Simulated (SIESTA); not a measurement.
NiO2:

```
CELL_PARAMETERS angstrom
1.40213 0.80952 6.97429
-1.40213 0.80952 6.97429
0.00000 -1.61904 6.97429
ATOMIC_POSITIONS crystal
Ni 0.00000 0.00000 0.00000
O 0.37879 0.37879 0.37879
O 0.62121 0.62121 0.62121
```

The cell comes from a database or a generator and needn't be the stable form of this composition.

Base run:

* Program: SIESTA 5.4.2
* Functional: PBEsol
* Potentials or basis: PseudoDojo 0.4 standard (PBEsol files)
* Basis: DZP (energy shift 0.003 Ry; two zetas on semicore shells)
* Grid cutoff: 800 Ry
* Energy shift: 0.003 Ry
* k mesh: 11 × 11 × 11
* Occupations: fermi-dirac, width 0.05 eV
* Spin: collinear spin, ferromagnetic start
* Starting moments: [1.0, 0.0, 0.0] μB

Its results: band gap on the k mesh 1.20 eV, indirect (least direct gap 1.47 eV); pressure -2.1 GPa; net moment 0.00 μB per cell; largest force 0.172 eV/Å.

Q: The run is repeated on the same cell with these changes: functional from PBEsol to LDA; potentials or basis from PseudoDojo 0.4 standard (PBEsol files) to PseudoDojo 0.4 standard (LDA files). What comes out?

A: Band gap on the k mesh 1.15 eV, indirect (least direct gap 1.43 eV); pressure -6.0 GPa; net moment 0.00 μB per cell; largest force 0.619 eV/Å.

Caveats: short orbitals over semicore shells can move pressures by several GPa; the basis of atomic orbitals isn't converged, which shifts pressures, moduli and gaps.
